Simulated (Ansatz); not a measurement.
# InP (F-43m) in Ansatz: notebook

One crystal, InP, is run at these levels: PBE, LDA; tasks: elastic constants, Born charges and dielectric tensor, phonons.

Program: Ansatz 0.2.0. These are calculated values, not measurements. Logs are shortened: lines on timing, memory, paths and dates and some standing lists are left out, and cuts for length are marked.

**Experimental background.**

A printed reference work, data compilation reports, for a bulk crystal of InP at 1.6 K: band gap 1.4236 eV (direct).

A printed reference work, textbook reports, for a bulk crystal of InP at 300 K: high-frequency dielectric constant 9.61.

How close the calculation comes is told below.

## 1. The structure

The structure is cubic, space group F-43m (No. 216). Conventional cell: a = 5.861 Å, b = 5.861 Å, c = 5.861 Å, α = 90.00°, β = 90.00°, γ = 90.00°. In (site symmetry -43m) has 4 P at 2.54 Å as nearest neighbours. P (site symmetry -43m) is surrounded by 4 In at 2.54 Å.

## 2. Elastic constants, PBE

The input, input.yaml:

```yaml
crystal:
  lattice:
    - [0.0, 2.9305, 2.9305]
    - [2.9305, 0.0, 2.9305]
    - [2.9305, 2.9305, 0.0]
  atoms:
    - { symbol: In, position: [0.0, 0.0, 0.0] }
    - { symbol: P, position: [0.75, 0.75, 0.75] }
hamiltonian:
  xc: pbe
  pseudopotentials: { kind: paw }
kpoints:
  mp_grid: { grid: [6, 6, 6] }
scf:
  occupations: { method: fixed }
output:
  forces: true
  stress: true
elastic:
  mode: relaxed_ion
  stencil: two_point
```

Potentials or basis: Ansatz PAW.

Launch:

```console
$ ansatz run input.yaml --threads 2 --pin off --max-ram 5632MiB --backend cpu --events-out ev --progress --plain --runs-dir out
```

Log:

```text
Warning: RAYON_NUM_THREADS=2 ignored (pool sized by the plan → 2); use --threads N
Engine: ansatz 0.2.0, x86_64-unknown-linux-gnu
Pseudopotentials: kind: paw
Pseudopotential: In, paw, valence charge 13, recommended cutoff 420 eV (normal), In.paw.azcp
Pseudopotential: P, paw, valence charge 5, recommended cutoff 420 eV (normal), P.paw.azcp
Functional definition: PBE
  parameter kappa = 0.804
  parameter beta = 0.06672455060314922
  exchange = pbe_x(kappa = kappa, mu = beta*pi^2/3)
  correlation = pbe_c(beta = beta)
Crystal: 2 atoms, lattice volume = 50.333 Å³
Basis set: ecut = 420 eV, 941 PW (Γ), exchange–correlation on 60×60×60 points (8 copies of the dense FFT grid, shifted against one another)
Bands: 13, of which v1, the nominal top of the filled ones, is band 9 counted from 1 (8 counted from 0)
Symmetry: 24 space group operations
Space group: F-43m (ITA 216), of the structure as read, at distance tolerance 3.7e-5 Å
k-points: 16 of 216 (time reversal used)
Non-local potential: In, projectors of the file, l = 0: 2, l = 1: 2, l = 2: 2, l = 3: 2
Non-local potential: P, projectors of the file, l = 0: 2, l = 1: 2, l = 2: 2
PAW form: soft (Blöchl's): semilocal exchange-correlation on the pseudo side does not see the compensation charge
PAW one-centre angular grid: In, 590 points (default); XC on 64 Gauss nodes
PAW one-centre angular grid: P, 110 points (default); XC on 64 Gauss nodes
Initial density: superposition of atomic densities (neutral atoms: chi_scale 0, normalization atom), corrected by the library's trained network
Initial wavefunctions: pseudopotential atomic-orbital guess
Functional: x = pbe(κ = 0.804, μ = 0.2195149727645171), c = pbe(β = 0.06672455060314922)
SCF iter   1: F=—  HF=-6353.972382 eV  |F-HF|=—  |Δ(HF+E_count)|=         —  Δρ=1.77e-3  dr2=3.20e-3  ethr=1.77e-3  ⟨swp⟩=5.0  Hψ=1102  notcnv=0  defer=26
preconditioner: auto → none  [insulator: Δε(μ)=0.702 eV  Ē_g=14.748 eV  n_scr=14 (ndim 8)  ℏωp=22.2 eV  f_vac=0.021  ε∞_Penn≈3.3]
SCF iter   2: F=—  HF=-6353.970493 eV  |F-HF|=—  |Δ(HF+E_count)|=   1.89e-3  Δρ=1.15e-3  dr2=6.57e-4  ethr=1.78e-5  ⟨swp⟩=3.0  Hψ=547  notcnv=0  defer=30
SCF iter   3: F=—  HF=-6353.970301 eV  |F-HF|=—  |Δ(HF+E_count)|=   1.92e-4  Δρ=3.57e-4  dr2=6.15e-5  ethr=3.65e-6  ⟨swp⟩=2.0  Hψ=387  notcnv=0  defer=29
SCF iter   4: F=—  HF=-6353.970340 eV  |F-HF|=—  |Δ(HF+E_count)|=   3.91e-5  Δρ=1.41e-4  dr2=7.30e-6  ethr=3.42e-7  ⟨swp⟩=2.0  Hψ=381  notcnv=0  defer=25
SCF iter   5: F=—  HF=-6353.970335 eV  |F-HF|=—  |Δ(HF+E_count)|=   4.95e-6  Δρ=3.68e-5  dr2=9.56e-7  ethr=4.05e-8  ⟨swp⟩=2.0  Hψ=352  notcnv=0  defer=24
SCF iter   6: F=—  HF=-6353.970341 eV  |F-HF|=—  |Δ(HF+E_count)|=   5.91e-6  Δρ=4.94e-6  dr2=2.38e-8  ethr=5.31e-9  ⟨swp⟩=3.0  Hψ=392  notcnv=0  defer=22
SCF iter   7: F=—  HF=-6353.970341 eV  |F-HF|=—  |Δ(HF+E_count)|=   2.29e-8  Δρ=7.68e-7  dr2=5.43e-10  ethr=1.32e-10  ⟨swp⟩=2.1  Hψ=279  notcnv=0  defer=21
SCF iter   8: F=—  HF=-6353.970341 eV  |F-HF|=—  |Δ(HF+E_count)|=  3.84e-10  Δρ=9.45e-8  dr2=3.54e-12  ethr=3.02e-12  ⟨swp⟩=3.0  Hψ=411  notcnv=0  defer=19
SCF iter   9: F=—  HF=-6353.970341 eV  |F-HF|=—  |Δ(HF+E_count)|=  9.09e-13  Δρ=2.77e-8  dr2=2.53e-13  ethr=1.97e-14 (applied; sched 1.00e-12)  ⟨swp⟩=2.6  Hψ=338  notcnv=0  defer=18
SCF iter  10: F=-6353.970341 eV  HF=-6353.970341 eV  |F-HF|=0.00e0  |Δ(HF+E_count)|=    0.00e0  Δρ=1.12e-9  dr2=7.50e-16  ethr=1.00e-12  ⟨swp⟩=8.4  Hψ=1204  notcnv=0
SCF 1 converged in 10 iterations: F = -6353.970341 eV  dr2 = 7.50e-16
Crystal: 2 atoms, lattice volume = 50.233 Å³
Symmetry: 8 space group operations
k-points: 30 of 216 (time reversal used)
Initial density: handed on by an earlier stage of this run
Initial wavefunctions: those handed on with the density
iter 1 solved again at ethr=7.90e-8 eV; its pass at ethr=3.10e-3 eV (dr2=1.42e-5 eV) is discarded
SCF iter   1: F=—  HF=-6353.968189 eV  |F-HF|=—  |Δ(HF+E_count)|=         —  Δρ=1.18e-4  dr2=1.10e-5  ethr=7.90e-8  ⟨swp⟩=3.0  Hψ=2380  notcnv=0  defer=58
preconditioner: auto → none  [insulator: Δε(μ)=0.719 eV  Ē_g=14.743 eV  n_scr=14 (ndim 8)  ℏωp=22.2 eV  f_vac=0.015  ε∞_Penn≈3.3]
SCF iter   2: F=—  HF=-6353.968190 eV  |F-HF|=—  |Δ(HF+E_count)|=   8.18e-7  Δρ=4.90e-5  dr2=1.12e-6  ethr=6.09e-8  ⟨swp⟩=2.0  Hψ=505  notcnv=0  defer=42
SCF iter   3: F=—  HF=-6353.968188 eV  |F-HF|=—  |Δ(HF+E_count)|=   2.73e-6  Δρ=2.18e-5  dr2=2.08e-7  ethr=6.23e-9  ⟨swp⟩=2.7  Hψ=665  notcnv=0  defer=46
SCF iter   4: F=—  HF=-6353.968188 eV  |F-HF|=—  |Δ(HF+E_count)|=   7.94e-8  Δρ=4.67e-6  dr2=8.02e-9  ethr=1.16e-9  ⟨swp⟩=2.7  Hψ=610  notcnv=0  defer=46
SCF iter   5: F=—  HF=-6353.968188 eV  |F-HF|=—  |Δ(HF+E_count)|=   4.05e-9  Δρ=8.34e-7  dr2=2.33e-10  ethr=4.46e-11  ⟨swp⟩=2.1  Hψ=655  notcnv=0  defer=46
SCF iter   6: F=—  HF=-6353.968188 eV  |F-HF|=—  |Δ(HF+E_count)|=  3.57e-10  Δρ=1.08e-7  dr2=4.34e-12  ethr=1.29e-12  ⟨swp⟩=2.1  Hψ=528  notcnv=0  defer=46
[... 63 lines left out ...]
SCF 8 converged in 9 iterations: F = -6353.970292 eV  dr2 = 2.16e-14
relax step   1: F+E_penalty+E_count = -6353.97029164 eV  Δ(F+E_penalty+E_count) = +0.000e0 eV  max|allowed force component| = 1.752e-2 eV/Å  Δτ_max = 0.0000 Å  (9 SCF iters, accepted)
iter 1 solved again at ethr=1.15e-8 eV; its pass at ethr=3.10e-3 eV (dr2=2.07e-6 eV) is discarded
SCF iter   1: F=—  HF=-6353.970310 eV  |F-HF|=—  |Δ(HF+E_count)|=         —  Δρ=8.19e-5  dr2=2.16e-6  ethr=1.15e-8  ⟨swp⟩=2.7  Hψ=3481  notcnv=0  defer=89
SCF iter   2: F=—  HF=-6353.970310 eV  |F-HF|=—  |Δ(HF+E_count)|=   5.38e-7  Δρ=3.06e-5  dr2=2.82e-7  ethr=1.15e-8  ⟨swp⟩=2.3  Hψ=909  notcnv=0  defer=89
SCF iter   3: F=—  HF=-6353.970310 eV  |F-HF|=—  |Δ(HF+E_count)|=   8.76e-9  Δρ=8.38e-6  dr2=1.74e-8  ethr=1.57e-9  ⟨swp⟩=2.0  Hψ=719  notcnv=0  defer=89
SCF iter   4: F=—  HF=-6353.970310 eV  |F-HF|=—  |Δ(HF+E_count)|=   2.41e-9  Δρ=1.22e-6  dr2=3.69e-10  ethr=9.65e-11  ⟨swp⟩=2.1  Hψ=927  notcnv=0  defer=89
SCF iter   5: F=—  HF=-6353.970310 eV  |F-HF|=—  |Δ(HF+E_count)|=  1.54e-10  Δρ=2.17e-7  dr2=2.00e-11  ethr=2.05e-12  ⟨swp⟩=2.1  Hψ=1013  notcnv=0  defer=89
SCF iter   6: F=—  HF=-6353.970310 eV  |F-HF|=—  |Δ(HF+E_count)|=  2.73e-12  Δρ=4.30e-8  dr2=4.45e-13  ethr=1.11e-13 (applied; sched 1.00e-12)  ⟨swp⟩=3.0  Hψ=1126  notcnv=0  defer=89
SCF iter   7: F=-6353.970310 eV  HF=-6353.970310 eV  |F-HF|=2.73e-12  |Δ(HF+E_count)|=  3.64e-12  Δρ=5.43e-9  dr2=1.95e-14  ethr=1.00e-12  ⟨swp⟩=5.1  Hψ=2154  notcnv=0
SCF 9 converged in 7 iterations: F = -6353.970310 eV  dr2 = 1.95e-14
relax step   2: F+E_penalty+E_count = -6353.97031020 eV  Δ(F+E_penalty+E_count) = -1.856e-5 eV  max|allowed force component| = 8.548e-7 eV/Å  Δτ_max = 0.0011 Å  (7 SCF iters, accepted)
iter 1 solved again at ethr=1.00e-12 eV; its pass at ethr=3.10e-3 eV (dr2=8.27e-13 eV) is discarded
SCF iter   1: F=—  HF=-6353.970309 eV  |F-HF|=—  |Δ(HF+E_count)|=         —  Δρ=4.34e-8  dr2=6.26e-13  ethr=1.00e-12  ⟨swp⟩=2.1  Hψ=3434  notcnv=0  defer=48
SCF iter   2: F=—  HF=-6353.970310 eV  |F-HF|=—  |Δ(HF+E_count)|=   1.09e-6  Δρ=2.90e-8  dr2=5.12e-13  ethr=3.48e-15 (applied; sched 1.00e-12)  ⟨swp⟩=3.3  Hψ=1299  notcnv=0  defer=48
SCF iter   3: F=-6353.970310 eV  HF=-6353.970310 eV  |F-HF|=9.09e-13  |Δ(HF+E_count)|=  9.09e-13  Δρ=1.56e-8  dr2=9.38e-14  ethr=1.00e-12  ⟨swp⟩=3.3  Hψ=2105  notcnv=0
SCF 10 converged in 3 iterations: F = -6353.970310 eV  dr2 = 9.38e-14
SCF converged after 10 iterations
Free energy (F): -6353.970341 eV
Harris-Foulkes:  -6353.970341 eV  (|F-HF|=0.00e0)
Internal energy: -6353.970341 eV  (E = F + TS)
E sigma→0 (E₀):  -6353.970341 eV
Fermi energy:    7.002333 eV
--- Per-component energies (eV) ---
  E_band       = -52.049879
  E_kinetic    = 313.838389
  E_local      = -1398.313753  (includes V_loc(G=0)·N_el)
  E_nonlocal   = 401.502702
  E_hartree    = 551.667609
  E_xc         = -276.703708
  E_vxc        = -160.011164  (∫ρ·V_xc dr)
  E_paw        = -4725.253323  (= ΣΔE_a)
  E_vpaw       = -312.401299  (= ΣTr[D̂ρ^β])
  E_aug_tail   = 0.000030  (compensation charges beyond the density's cutoff)
  E_ewald      = -1220.708286
  E_smearing   = -0.000000  (= −TS)
  E_closure    = -0.000000  (closes the sum)
  Σ components = -6353.970341   (vs F -6353.970341, Δ=0.00e0)
--- Forces (eV/Å), atoms counted from 1 ---
  atom   1  In    -0.00000000     0.00000000     0.00000000
  atom   2  P      0.00000000    -0.00000000     0.00000000
  max |Σ_I F_I| component: 9.25e-17 eV/Å
--- Stress (GPa, compression-positive) ---
        3.336451       0.000000      -0.000000
        0.000000       3.336451       0.000000
       -0.000000       0.000000       3.336451
  P = ⅓ Tr σ = 3.3365 GPa (33.365 kbar)
--- Band table (eV; the first three rows and the last of 16) ---
  k-point 0: bands = ["-7.1916", "-7.1916", "-7.1916", "-7.0397", "-7.0397", "-4.5152", "7.0023", "7.0023", "7.0023", "7.7157", "11.0875", "11.0875", "11.0875"]
  k-point 1: bands = ["-7.2235", "-7.1791", "-7.1791", "-7.0392", "-7.0392", "-4.2019", "4.8212", "6.6978", "6.6978", "8.8051", "11.4943", "11.5263", "11.5263"]
  k-point 2: bands = ["-7.2827", "-7.1594", "-7.1594", "-7.0327", "-7.0327", "-3.3933", "2.4382", "6.2255", "6.2255", "8.6585", "11.8657", "11.8657", "13.2730"]
  k-point 15: bands = ["-7.3528", "-7.1192", "-7.0951", "-7.0679", "-7.0178", "-2.0770", "1.3603", "4.1957", "4.2194", "10.2827", "10.6248", "13.7919", "14.0752"]
--- Elastic constants: 2 strain directions × 2 members + reference (group order 24) ---
  dense FFT box of the reference and of every strained cell: 30×30×30
  strains applied: 11, 23; error gains: componentwise 1.00 (the most a stress slope's error grows in a printed constant), spectral 1.73 (1 for all six strains in a standard setting)
  C = ∂σ_k/∂η_j (tension-positive GPa; Voigt order 11 22 33 23 13 12):
       101.553     61.540     61.540     -0.000      0.000      0.000
        61.540    101.553     61.540     -0.000      0.000      0.000
        61.540     61.540    101.553     -0.000      0.000      0.000
         0.000     -0.000     -0.000     42.695      0.000      0.000
         0.000      0.000     -0.000     -0.000     42.695     -0.000
         0.000     -0.000     -0.000     -0.000     -0.000     42.695
  reference stress σ⁰ (GPa):     -3.336     -3.336     -3.336     -0.000      0.000     -0.000
  C* (energy form; C + prestress term) asymmetry max|C*_kj − C*_jk| = 2.842e-14 GPa — a small one proves nothing (zero by symmetry where the batch's group is 432, −43m or m−3m); a large one is finite-difference/SCF noise where every solve meets its electron count
  moduli (Voigt/Reuss/Hill, GPa): K = 74.88/74.88/74.88   G = 33.62/29.37/31.50   E = 82.87   ν = 0.316
  mechanically stable: yes (min eigenvalue of sym C = 40.01 GPa)
  strain η (Voigt 11):  stress-route row diagonal C_11 = 101.55 GPa, energy-path curvature d²(F+E_count+ΔE)/dδ²/Ω₀ = 101.70 GPa
         δ    σ_11 (GPa)             F (eV)   n_scf  n_hpsi   n_pw
    -2.000e-3      -3.5400       -6353.9681877       7    7327   1002   relax 0 steps, max|allowed force component| 5.20e-17 eV/Å
     2.000e-3      -3.1338       -6353.9723644       5    5870   1002   relax 0 steps, max|allowed force component| 2.78e-16 eV/Å
  strain η (Voigt 23):  stress-route row diagonal C_44 = 42.69 GPa, energy-path curvature d²(F+E_count+ΔE)/dδ²/Ω₀ = 44.45 GPa
         δ    σ_23 (GPa)             F (eV)   n_scf  n_hpsi   n_pw
    -2.000e-3      -0.0854       -6353.9703102       3    7577   1002   relax 3 steps, max|allowed force component| 3.78e-8 eV/Å
     2.000e-3       0.0854       -6353.9703102       3    7313   1002   relax 2 steps, max|allowed force component| 8.55e-7 eV/Å
```

Wall time 19 s (2 threads of Intel Xeon at 2.70GHz, shared host); peak memory 0.39 GiB.

Results:

```yaml
Free_energy: -6353.9703 eV
Pressure: 3.3 GPa
Band_gap_on_the_k_mesh: 0.71 eV, direct
Elastic_constants_C11_C12_C44: 102, 62, 43 GPa
Voigt_bulk_modulus: 75 GPa
```

Levels at points of the mesh, in eV from the valence-band top:
| k point | band 6 | band 7 | band 8 | band 9 | band 10 | band 11 | band 12 | band 13 |
| --- | --- | --- | --- | --- | --- | --- | --- | --- |
| (0.00, 0.00, 0.00) | -11.52 | 0.00 | 0.00 | 0.00 | 0.71 | 4.09 | 4.09 | 4.09 |
| (0.00, 0.00, -0.50) | -9.79 | -5.73 | -0.97 | -0.97 | 1.50 | 4.80 | 4.80 | 7.10 |
| (0.00, -0.50, -0.50) | -9.14 | -5.75 | -2.32 | -2.32 | 1.76 | 2.27 | 9.21 | 9.58 |

Elastic tensor in Voigt notation (GPa, in the Cartesian axes of the cell as first typed):
```
102  62  62   0   0   0
 62 102  62   0   0   0
 62  62 102   0   0   0
  0   0   0  43   0   0
  0   0   0   0  43   0
  0   0   0   0   0  43
```

Caveat: the cell is more than 3 GPa from zero pressure, which shifts response properties; spin-orbit coupling is left out, which moves the levels of the heavy elements.

## 3. Born charges and dielectric tensor, PBE

Changes to input.yaml since step 2:

```diff
@@ -12,3 +12,3 @@
 kpoints:
-  mp_grid: { grid: [6, 6, 6] }
+  mp_grid: { grid: [8, 8, 8] }
 scf:
@@ -16,6 +16,4 @@
 output:
-  forces: true
-  stress: true
-elastic:
-  mode: relaxed_ion
-  stencil: two_point
+  eigenvalues: true
+dielectric:
+  method: response
```

Potentials or basis: Ansatz PAW.

Launch:

```console
$ ansatz run input.yaml --threads 2 --pin off --max-ram 5632MiB --backend cpu --events-out ev --progress --plain --runs-dir out
```

Log:

```text
Warning: RAYON_NUM_THREADS=2 ignored (pool sized by the plan → 2); use --threads N
[... 9 set-up lines as earlier in the session ...]
Crystal: 2 atoms, lattice volume = 50.333 Å³
Basis set: ecut = 420 eV, 941 PW (Γ), exchange–correlation on 60×60×60 points (8 copies of the dense FFT grid, shifted against one another)
Bands: 13, of which v1, the nominal top of the filled ones, is band 9 counted from 1 (8 counted from 0)
[... 1 set-up line as earlier in the session ...]
k-points: 95 of 512 (irreducible under 4 space group operations, time reversal used)
[... 1 set-up line as earlier in the session ...]
[... 51 lines left out ...]
  Σ components = -6353.981007   (vs F -6353.981007, Δ=0.00e0)
--- Band table (eV; the first three rows and the last of 95) ---
  k-point 0: bands = ["-7.1906", "-7.1906", "-7.1906", "-7.0384", "-7.0384", "-4.5205", "6.9963", "6.9963", "6.9963", "7.7117", "11.0858", "11.0858", "11.0858"]
  k-point 1: bands = ["-7.2097", "-7.1832", "-7.1832", "-7.0383", "-7.0383", "-4.3420", "5.4592", "6.8103", "6.8103", "8.6536", "11.2395", "11.3627", "11.3627"]
  k-point 2: bands = ["-7.2531", "-7.1673", "-7.1673", "-7.0358", "-7.0358", "-3.8434", "3.5579", "6.4393", "6.4393", "8.7951", "11.7855", "11.7855", "12.3170"]
  k-point 94: bands = ["-7.3428", "-7.1305", "-7.0945", "-7.0589", "-7.0233", "-2.0635", "1.3992", "4.0454", "4.0867", "11.2875", "11.3769", "12.5666", "13.2012"]
--- Dielectric response (ions clamped): 3 representative field directions + reference, inside a basis on a mesh of 1000 k-points (Σ response iterations 15) ---
  ε∞ (high-frequency dielectric tensor):
       10.908615     0.000000    -0.000000
        0.000000    10.908615     0.000000
       -0.000000     0.000000    10.908615
  Born effective charges Z* (e; rows j = field, columns β = displacement):
    site 0:
         2.52832   -0.00000    0.00000
         0.00000    2.52832    0.00000
        -0.00000    0.00000    2.52832
    site 1:
        -2.52832    0.00000   -0.00000
        -0.00000   -2.52832   -0.00000
         0.00000   -0.00000   -2.52832
  Z* charge neutrality: 9.754e-4 e pre-enforcement
  solved inside a basis spanned on kpoints, on 10×10×10 k-points transformed towards the longest dipole: ε∞ is read to err by 3.7e-2, Z* by 1.4e-2 e (field_mesh: kpoints solves on kpoints); Z* is corrected for what the basis lacks
```

Wall time 37 s (2 threads of Intel Xeon at 2.70GHz, shared host); peak memory 0.61 GiB.

Results:

- Free energy: -6353.9810 eV
- Band gap on the k mesh: 0.72 eV, direct
- Electronic dielectric tensor (diagonal): 10.91
- Born charges (mean of the diagonal): In +2.53; P -2.53 e

Electronic dielectric tensor:
```
10.91  0.00  0.00
 0.00 10.91  0.00
 0.00  0.00 10.91
```

Born effective charge tensors (e):
atom 1, In
```
2.53 0.00 0.00
0.00 2.53 0.00
0.00 0.00 2.53
```
atom 2, P
```
-2.53  0.00  0.00
 0.00 -2.53  0.00
 0.00  0.00 -2.53
```

Caveat: spin-orbit coupling is left out, which moves the levels of the heavy elements.

(Continued in part 2 of 2.)
